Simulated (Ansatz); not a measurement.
**P: energy along a strain**

P, P4/mmm, a = 4.273 Å, c = 4.378 Å (as given, not relaxed at this level: -4.0 GPa). This isn't the element's structure at ambient conditions. Ansatz: PBEsol+D3(BJ), PAW, 420 eV, Γ-centred 12×12×12 mesh on 1 atom, Gaussian smearing 0.15 eV; no spin polarisation. Cell vectors (Å): 4.273 0.000 0.000; 0.000 4.273 0.000; 0.000 0.000 4.378. The cell is strained by x per cent times the pattern (0 0 0 0 1 0) in the order xx yy zz yz xz xy (engineering shears), with fractional coordinates held. y is the free energy over the start, V0 = 79.932 Å³/atom. Symmetry makes y even in x. Points with a strain past 8.5 % were computed too (2) and aren't used here.

| x (%) | y (meV/atom) |
| --- | --- |
| -5.00 | 1.11 |
| 0.00 | 0.00 |
| 1.25 | 0.07 |
| 2.50 | 0.28 |
| 3.75 | 0.63 |
| 6.25 | 1.73 |
| 7.50 | ? |

Question: Fit y = c2 x² + c4 x⁴ to the other rows, get the stiffness along the pattern, and predict the missing energy.

Answer: Least squares on the rows shown. y = 0.04487 x² − 1.522×10⁻⁵ x⁴. The clamped-ion stiffness p·C·p = 2 × 0.4487 eV × 160.2 / 79.932 Å³ = 1.8 GPa, which is C55 in these axes (second derivative at the start, which stands under stress). At x = 7.50 the fit asked for gives 2.48 meV/atom. The run gave 2.48 meV/atom, the same to the digits shown.

The energy rises almost quadratically with shear, and the quartic term is a small softening, so the correct prediction at 7.50 % mainly confirms near-harmonic behaviour. The low stiffness of 1.8 GPa fits the very open lattice: the shortest contacts, 4.273 Å, are far longer than a normal P–P single bond, leaving little 3p overlap and weak directional resistance to shear. This shear changes the angle between the axial contacts to first order but their lengths only to second order. Because the lattice is under tension, even that slight lengthening costs energy, so part of the positive curvature probably reflects the starting stress rather than angular bonding. With one atom per cell, there is no internal displacement to relax, so holding the fractional coordinates doesn't artificially stiffen the response. At such separations, phosphorus should approach its free-atom state with three unpaired 3p electrons, so the imposed spin pairing probably misrepresents the energy surface, and the modulus describes that constrained state rather than the magnetic ground state likely at this volume.
